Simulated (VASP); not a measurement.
# Zn3H (Fm-3m) in VASP: notebook

Aim: see how the results for Zn3H move with the level of theory and the settings. Levels: revPBE, BLYP. Tasks: band structure.

All numbers are computed with VASP 6.6.1; they aren't measurements. Logs are shortened: lines on timing, memory, paths and dates and some standing lists are left out, and cuts for length are marked.

### Step 1. The crystal as given

Symmetry: Fm-3m, No. 225, cubic system. Conventional cell: a = 5.993 Å, b = 5.993 Å, c = 5.993 Å, α = 90.00°, β = 90.00°, γ = 90.00°. Zn (site symmetry m-3m) has 8 Zn at 2.60 Å as nearest neighbours. Zn (site symmetry -43m) has 4 Zn at 2.60 Å and 4 H at 2.60 Å as nearest neighbours. Around H (site symmetry m-3m) lie 8 Zn at 2.60 Å.

The cell was built by a generator and needn't be a form met in nature.

### Step 2. Band structure, revPBE

File INCAR:

```
SYSTEM = Zn3H
  PREC = Accurate
  ENCUT = 520
  EDIFF = 1E-7
  ISMEAR = -1
  SIGMA = 0.05
  LREAL = .False.
  LASPH = .True.
  NELM = 60
  ALGO = Normal
  ISIF = 2
  LWAVE = .False.
  LCHARG = .False.
  GGA = RE
  NBANDS = 26
```

File KPOINTS:

```
Automatic mesh
0
Gamma
  6 6 6
  0 0 0
```

File POSCAR:

```
Zn3H
1.0
    0.0000000000      2.9965800000      2.9965800000
    2.9965800000      0.0000000000      2.9965800000
    2.9965800000      2.9965800000      0.0000000000
Zn H
3 1
Direct
    0.5000000000      0.5000000000      0.5000000000
    0.2500000000      0.2500000000      0.2500000000
    0.7500000000      0.7500000000      0.7500000000
    0.0000000000      0.0000000000      0.0000000000
```

File KPOINTS_OPT:

```
path GXWKGLUWLK,UX
10
line-mode
reciprocal
 0.0000000000  0.0000000000  0.0000000000  G
 0.5000000000  0.0000000000  0.5000000000  X

 0.5000000000  0.0000000000  0.5000000000  X
 0.5000000000  0.2500000000  0.7500000000  W

 0.5000000000  0.2500000000  0.7500000000  W
 0.3750000000  0.3750000000  0.7500000000  K

 0.3750000000  0.3750000000  0.7500000000  K
 0.0000000000  0.0000000000  0.0000000000  G

 0.0000000000  0.0000000000  0.0000000000  G
 0.5000000000  0.5000000000  0.5000000000  L

 0.5000000000  0.5000000000  0.5000000000  L
 0.6250000000  0.2500000000  0.6250000000  U

 0.6250000000  0.2500000000  0.6250000000  U
 0.5000000000  0.2500000000  0.7500000000  W

 0.5000000000  0.2500000000  0.7500000000  W
 0.5000000000  0.5000000000  0.5000000000  L

 0.5000000000  0.5000000000  0.5000000000  L
 0.3750000000  0.3750000000  0.7500000000  K

 0.6250000000  0.2500000000  0.6250000000  U
 0.5000000000  0.0000000000  0.5000000000  X
```

Potentials or basis: VASP PAW PBE potentials, release 64 (Zn, H).

Run with:

```
$ cat potpaw_PBE.64/Zn/POTCAR potpaw_PBE.64/H/POTCAR > POTCAR
$ mpirun -np 1 vasp_std > vasp.out
```

OUTCAR:

```text
SYSTEM = Zn3H
   PREC = Accurate
   ENCUT = 520
   EDIFF = 1E-7
   ISMEAR = -1
   LREAL = .False.
   LASPH = .True.
   NELM = 60
   ISIF = 2
   GGA = RE

 ion  position               nearest neighbor table
   1  0.500  0.500  0.500-   2 2.60   2 2.60   2 2.60   2 2.60   3 2.60   3 2.60   3 2.60   3 2.60

   2  0.250  0.250  0.250-   1 2.60   1 2.60   1 2.60   1 2.60   3 3.00   3 3.00   3 3.00   3 3.00
                             3 3.00   3 3.00
   3  0.750  0.750  0.750-   1 2.60   1 2.60   1 2.60   1 2.60   2 3.00   2 3.00   2 3.00   2 3.00
                             2 3.00   2 3.00
   4  0.000  0.000  0.000-

  LATTYP: Found a face centered cubic cell.
 ALAT       =     5.9931600000

  Lattice vectors:

 A1 = (   0.0000000000,   2.9965800000,   2.9965800000)
 A2 = (   2.9965800000,   0.0000000000,   2.9965800000)
 A3 = (   2.9965800000,   2.9965800000,   0.0000000000)

Analysis of symmetry for initial positions (statically):
=====================================================================
 Subroutine PRICEL returns:
 Original cell was already a primitive cell.

 Routine SETGRP: Setting up the symmetry group for a
 face centered cubic supercell.

 Subroutine GETGRP returns: Found 48 space group operations
 (whereof 48 operations were pure point group operations)
 out of a pool of 48 trial point group operations.

The static configuration has the point symmetry O_h .

Analysis of symmetry for dynamics (positions and initial velocities):
=====================================================================
 Subroutine PRICEL returns:
 Original cell was already a primitive cell.

 Routine SETGRP: Setting up the symmetry group for a
 face centered cubic supercell.

 Subroutine GETGRP returns: Found 48 space group operations
 (whereof 48 operations were pure point group operations)
 out of a pool of 48 trial point group operations.

The dynamic configuration has the point symmetry O_h .

 Subroutine INISYM returns: Found 48 space group operations
 (whereof 48 operations are pure point group operations),
 and found     1 'primitive' translations

----------------------------------------------------------------------------------------

                                     Primitive cell

  volume of cell :      53.8155

  direct lattice vectors                    reciprocal lattice vectors
     0.000000000  2.996580000  2.996580000    -0.166856884  0.166856884  0.166856884
     2.996580000  0.000000000  2.996580000     0.166856884 -0.166856884  0.166856884
     2.996580000  2.996580000  0.000000000     0.166856884  0.166856884 -0.166856884

  length of vectors
     4.237804077  4.237804077  4.237804077     0.289004600  0.289004600  0.289004600

  position of ions in fractional coordinates (direct lattice)
     0.500000000  0.500000000  0.500000000
     0.250000000  0.250000000  0.250000000
     0.750000000  0.750000000  0.750000000
     0.000000000  0.000000000  0.000000000

  ion indices of the primitive-cell ions
   primitive index   ion index
                 1           1
                 2           2
                 3           3
                 4           4

----------------------------------------------------------------------------------------

 KPOINTS: Automatic mesh

Automatic generation of k-mesh.
 Grid dimensions read from file:
 generate k-points for:    6    6    6

 Generating k-lattice:

  Cartesian coordinates                     Fractional coordinates (reciprocal lattice)
    -0.027809481  0.027809481  0.027809481     0.166666667  0.000000000  0.000000000
     0.027809481 -0.027809481  0.027809481     0.000000000  0.166666667  0.000000000
     0.027809481  0.027809481 -0.027809481     0.000000000  0.000000000  0.166666667

  Length of vectors
     0.048167433  0.048167433  0.048167433

  Shift w.r.t. Gamma in fractional coordinates (k-lattice)
     0.000000000  0.000000000  0.000000000

 Subroutine IBZKPT returns following result:
 ===========================================

 Found     16 irreducible k-points:

 Following reciprocal coordinates:
            Coordinates               Weight
  0.000000  0.000000  0.000000      1.000000
  0.166667  0.000000  0.000000      8.000000
  0.333333  0.000000  0.000000      8.000000
  0.500000  0.000000  0.000000      4.000000
  0.166667  0.166667  0.000000      6.000000
  0.333333  0.166667  0.000000     24.000000
[... 8 lines left out ...]
 -0.333333  0.333333  0.166667     24.000000
 -0.333333  0.500000  0.166667     12.000000
   k-points           NKPTS =     16   k-points in BZ     NKDIM =     16   number of bands    NBANDS=     26
   number of dos      NEDOS =    301   number of ions     NIONS =      4
   total plane-waves  NPLWV =  32768
   dimension x,y,z NGX =    32 NGY =   32 NGZ =   32
   dimension x,y,z NGXF=    64 NGYF=   64 NGZF=   64
   ions per type =               3   1
   NGX,Y,Z   is equivalent  to a cutoff of  12.55, 12.55, 12.55 a.u.
   NGXF,Y,Z  is equivalent  to a cutoff of  25.11, 25.11, 25.11 a.u.
 SYSTEM =  Zn3H
   PREC   = accura    normal or accurate (medium, high low for compatibility)
   ISTART =      0    job   : 0-new  1-cont  2-samecut
   ICHARG =      2    charge: 1-file 2-atom 10-const
   ISPIN  =      1    spin polarized calculation?
   LNONCOLLINEAR =      F non collinear calculations
   LSORBIT =      F    spin-orbit coupling
   LASPH  =      T    aspherical Exc in radial PAW
   ENCUT  =  520.0 eV  38.22 Ry    6.18 a.u.   7.88  7.88  7.88*2*pi/ulx,y,z
   NELM   =     60;   NELMIN=  2; NELMDL= -5     # of ELM steps
   EDIFF  = 0.1E-06   stopping-criterion for ELM
   LREAL  =      F    real-space projection
   EDIFFG = 0.1E-05   stopping-criterion for IOM
   NSW    =      0    number of steps for IOM
   IBRION =     -1    ionic relax: 0-MD 1-quasi-New 2-CG
   NFREE  =      0    steps in history (QN), initial steepest desc. (CG)
   ISIF   =      2    stress and relaxation
   ISYM   =      2    0-nonsym 1-usesym 2-fastsym
   POTIM  = 0.5000    time-step for ionic-motion
   TEBEG  =    0.0;   TEEND  =   0.0 temperature during run
   PSTRESS=    0.0 pullay stress
   NELECT =      37.0000    total number of electrons
   NUPDOWN=      -1.0000    fix difference up-down
   EMIN   =  10.00;   EMAX   =-10.00  energy-range for DOS
   EFERMI =   0.00;   METHOD = LEGACY
   ISMEAR =    -1;   SIGMA  =   0.05  broadening in eV -4-tet -1-fermi 0-gaus
   EFERMI_NEDOS =   21; number of points for ismear=-14 and -15
   IALGO  =     38    algorithm
   IMIX   =      4    mixing-type and parameters
     AMIX     =   0.40;   BMIX     =  1.00
     AMIX_MAG =   1.60;   BMIX_MAG =  1.00
  volume/ion in A,a.u.               =      13.45        90.79
  Fermi-wavevector in a.u.,A,eV,Ry     =   1.444906  2.730476 28.405600  2.087753
  Thomas-Fermi vector in A             =   2.563148
   LORBIT       =      0    0 simple, 1 ext, 2 COOP (PROOUT), +10 PAW based schemes
   GGA     = RE    functional components
   LHFCALC =     F    Hartree Fock is set to
   AEXX    =    0.0000 exact exchange contribution
   IVDW    =     0    specifies the selected vdW correction
   LEPSILON=     F    determine dielectric tensor
   LRPA    =     F    only Hartree local field effects (RPA)
 non-spin polarized calculation
  energy-cutoff  :      520.00
  volume of cell :       53.82
 maximum number of plane-waves:      1464
   NGX = 15   NGY = 15   NGZ = 15

 number of electron      36.9999978 magnetization

 Free energy of the ion-electron system (eV)
  ---------------------------------------------------
  ext. energy  EPLUGINS =         0.00000000
  ---------------------------------------------------
  free energy    TOTEN  =        -3.87003721 eV

  energy without entropy =       -3.85705029  energy(sigma->0) =       -3.86354375

 E-fermi :   2.2384     XC(G=0): -10.8889

 val. band max:        2.2102349932   @ k =  -0.3333   0.3333   0.0000
 cond. band min:       2.2615269152   @ k =   0.5000   0.5000   0.0000
 fundamental gap:      0.0512919220
 Fermi energy:         2.2383548869

 k-point     1 :       0.0000    0.0000    0.0000
  band No.  band energies     occupation
      1      -7.5505      2.00000
      2      -5.7112      2.00000
      3      -5.7112      2.00000
      4      -5.5313      2.00000
      5      -5.5313      2.00000
      6      -5.5313      2.00000
[... 18 lines left out ...]
     25       9.7419      0.00000
     26       9.7419      0.00000

 k-point     2 :       0.1667    0.0000    0.0000
  band No.  band energies     occupation
      1      -7.2008      2.00000
      2      -5.6641      2.00000
      3      -5.6641      2.00000
      4      -5.5828      2.00000
      5      -5.5616      2.00000
      6      -5.5616      2.00000
[... 18 lines left out ...]
     25       9.2511      0.00000
     26       9.2511      0.00000

 k-point     3 :       0.3333    0.0000    0.0000
  band No.  band energies     occupation
      1      -6.2617      2.00000
      2      -5.6105      2.00000
      3      -5.6105      2.00000
      4      -5.5973      2.00000
      5      -5.5426      2.00000
      6      -5.5426      2.00000
[... 18 lines left out ...]
     25      10.9687      0.00000
     26      10.9687      0.00000

 k-point     4 :       0.5000    0.0000    0.0000
  band No.  band energies     occupation
      1      -5.6524      2.00000
      2      -5.6290      2.00000
      3      -5.6290      2.00000
      4      -5.5155      2.00000
      5      -5.4618      2.00000
      6      -5.4618      2.00000
[... 18 lines left out ...]
     25      13.4798      0.00000
     26      13.4798      0.00000
[... 264 lines left out ...]
      1      -5.8153      2.00000
      2      -5.6926      2.00000
      3      -5.6472      2.00000
      4      -5.5976      2.00000
      5      -5.5171      2.00000
      6      -5.4068      2.00000
[... 18 lines left out ...]
     25      12.0420      0.00000
     26      12.5610      0.00000

 k-point    15 :      -0.3333    0.3333    0.1667
  band No.  band energies     occupation
      1      -5.7520      2.00000
      2      -5.7238      2.00000
      3      -5.6023      2.00000
      4      -5.5993      2.00000
      5      -5.4897      2.00000
      6      -5.2911      2.00000
[... 18 lines left out ...]
     25      11.7502      0.00000
     26      13.5013      0.00000

 k-point    16 :      -0.3333    0.5000    0.1667
  band No.  band energies     occupation
      1      -5.7821      2.00000
      2      -5.7169      2.00000
      3      -5.6959      2.00000
      4      -5.5956      2.00000
      5      -5.3996      2.00000
      6      -5.1810      2.00000
[... 18 lines left out ...]
     25      13.7153      0.00000
     26      14.9149      0.00000

------------------------ aborting loop because EDIFF is reached ----------------------------------------

  FORCE on cell =-STRESS in cart. coord.  units (eV):
  Direction    XX          YY          ZZ          XY          YZ          ZX
  --------------------------------------------------------------------------------------
  -------------------------------------------------------------------------------------
  Total        0.7377772      0.7377772      0.7377772      0.0000000      0.0000000     -0.0000000
  in kB       21.9648479     21.9648479     21.9648479      0.0000000      0.0000000     -0.0000000
  external PRESSURE =      21.9648479 kB  Pullay stress =       0.0000000 kB

 VOLUME and BASIS-vectors are now :
 -----------------------------------------------------------------------------
  energy-cutoff  :      520.00
  volume of cell :       53.82
      direct lattice vectors                 reciprocal lattice vectors
     0.000000000  2.996580000  2.996580000    -0.166856884  0.166856884  0.166856884
     2.996580000  0.000000000  2.996580000     0.166856884 -0.166856884  0.166856884
     2.996580000  2.996580000  0.000000000     0.166856884  0.166856884 -0.166856884

 POSITION                                       TOTAL-FORCE (eV/Angst)
 -----------------------------------------------------------------------------------
      2.99658      2.99658      2.99658         0.000000      0.000000     -0.000000
      1.49829      1.49829      1.49829        -0.000000     -0.000000     -0.000000
      4.49487      4.49487      4.49487         0.000000      0.000000      0.000000
      0.00000      0.00000      0.00000         0.000000      0.000000     -0.000000
 -----------------------------------------------------------------------------------
    total drift:                               -0.000000     -0.000000      0.000000

  FREE ENERGIE OF THE ION-ELECTRON SYSTEM (eV)
  ---------------------------------------------------
  free  energy   TOTEN  =        -3.8700372071 eV

  energy  without entropy=       -3.8570502881  energy(sigma->0) =       -3.86354375
```

Wall time 25 s (1 thread of Intel Xeon 6975P-C (Granite Rapids), shared host); peak memory 0.18 GiB.

What came out:

```
Free energy             : -3.8700 eV
Pressure                : 2.2 GPa
Band gap along the path : none (metal or under the smearing width)
```

Levels at the corners of the path, in eV from the Fermi level:
```
point  band 15  band 16  band 17  band 18  band 19  band 20  band 21  band 22  band 23  band 24
    Γ    -6.81    -6.81     0.31     3.34     3.34     3.34     3.84     4.18     4.18     4.18
    X    -6.76    -5.35    -4.71    -1.16    -1.16    -1.01     0.02     9.06    11.00    11.00
    X    -6.76    -5.35    -4.71    -1.16    -1.16    -1.01     0.02     9.06    11.00    11.00
    W    -6.71    -4.21    -4.18    -3.78    -3.78     2.40     4.87     4.87     6.19    11.26
    W    -6.71    -4.21    -4.18    -3.78    -3.78     2.40     4.87     4.87     6.19    11.26
    K    -6.76    -4.75    -4.55    -4.24    -0.47    -0.26     3.59     7.54     8.43     8.54
    K    -6.76    -4.75    -4.55    -4.24    -0.47    -0.26     3.59     7.54     8.43     8.54
    Γ    -6.81    -6.81     0.31     3.34     3.34     3.34     3.84     4.18     4.18     4.18
    Γ    -6.81    -6.81     0.31     3.34     3.34     3.34     3.84     4.18     4.18     4.18
    L    -6.82    -6.21    -5.69     0.45     1.85     1.85     2.96     3.76     3.76     8.70
    L    -6.82    -6.21    -5.69     0.45     1.85     1.85     2.96     3.76     3.76     8.70
    U    -6.76    -4.75    -4.55    -4.24    -0.47    -0.26     3.59     7.54     8.43     8.54
    U    -6.76    -4.75    -4.55    -4.24    -0.47    -0.26     3.59     7.54     8.43     8.54
    W    -6.71    -4.21    -4.18    -3.78    -3.78     2.40     4.87     4.87     6.19    11.26
    W    -6.71    -4.21    -4.18    -3.78    -3.78     2.40     4.87     4.87     6.19    11.26
    L    -6.82    -6.21    -5.69     0.45     1.85     1.85     2.96     3.76     3.76     8.70
    L    -6.82    -6.21    -5.69     0.45     1.85     1.85     2.96     3.76     3.76     8.70
    K    -6.76    -4.75    -4.55    -4.24    -0.47    -0.26     3.59     7.54     8.43     8.54
    U    -6.76    -4.75    -4.55    -4.24    -0.47    -0.26     3.59     7.54     8.43     8.54
    X    -6.76    -5.35    -4.71    -1.16    -1.16    -1.01     0.02     9.06    11.00    11.00
```

Caveat: the PAW data sets were made with another functional, which shifts forces and pressure a little.

### Step 3. Band structure, BLYP

INCAR: that of step 2 with these lines changed.

```diff
@@ -13,3 +13,7 @@
   LCHARG = .False.
-  GGA = RE
+  GGA = B5
+  ALDAX = 1.0
+  AGGAX = 1.0
+  AGGAC = 1.0
+  ALDAC = 0.0
   NBANDS = 26
```

KPOINTS is that of step 2.

POSCAR is that of step 2.

KPOINTS_OPT is that of step 2.

Potentials or basis: VASP PAW PBE potentials, release 64 (Zn, H).

Run with:

```
$ cat potpaw_PBE.64/Zn/POTCAR potpaw_PBE.64/H/POTCAR > POTCAR
$ mpirun -np 1 vasp_std > vasp.out
```

It took 35 s on 1 thread of Intel Xeon 6975P-C (Granite Rapids), shared host; peak memory 0.18 GiB.

Results (log left out):

```yaml
Free_energy: -2.5277 eV
Pressure: 5.6 GPa
Band_gap_along_the_path: none (metal or under the smearing width)
```

Levels at the corners of the path, in eV from the Fermi level:
```tsv
point	band 16	band 17	band 18	band 19	band 20	band 21	band 22	band 23
Γ	-6.92	0.21	3.48	3.48	3.48	3.50	4.30	4.30
X	-5.24	-4.69	-1.00	-0.95	-0.95	-0.08	9.01	10.94
X	-5.24	-4.69	-1.00	-0.95	-0.95	-0.08	9.01	10.94
W	-4.16	-4.00	-3.72	-3.72	2.41	4.90	4.90	6.37
W	-4.16	-4.00	-3.72	-3.72	2.41	4.90	4.90	6.37
K	-4.64	-4.45	-4.21	-0.31	-0.28	3.59	7.60	8.46
K	-4.64	-4.45	-4.21	-0.31	-0.28	3.59	7.60	8.46
Γ	-6.92	0.21	3.48	3.48	3.48	3.50	4.30	4.30
Γ	-6.92	0.21	3.48	3.48	3.48	3.50	4.30	4.30
L	-6.11	-5.69	0.37	1.97	1.97	2.78	4.01	4.01
L	-6.11	-5.69	0.37	1.97	1.97	2.78	4.01	4.01
U	-4.64	-4.45	-4.21	-0.31	-0.28	3.59	7.60	8.46
U	-4.64	-4.45	-4.21	-0.31	-0.28	3.59	7.60	8.46
W	-4.16	-4.00	-3.72	-3.72	2.41	4.90	4.90	6.37
W	-4.16	-4.00	-3.72	-3.72	2.41	4.90	4.90	6.37
L	-6.11	-5.69	0.37	1.97	1.97	2.78	4.01	4.01
L	-6.11	-5.69	0.37	1.97	1.97	2.78	4.01	4.01
K	-4.64	-4.45	-4.21	-0.31	-0.28	3.59	7.60	8.46
U	-4.64	-4.45	-4.21	-0.31	-0.28	3.59	7.60	8.46
X	-5.24	-4.69	-1.00	-0.95	-0.95	-0.08	9.01	10.94
```

Caveat: the PAW data sets were made with another functional, which shifts forces and pressure a little.
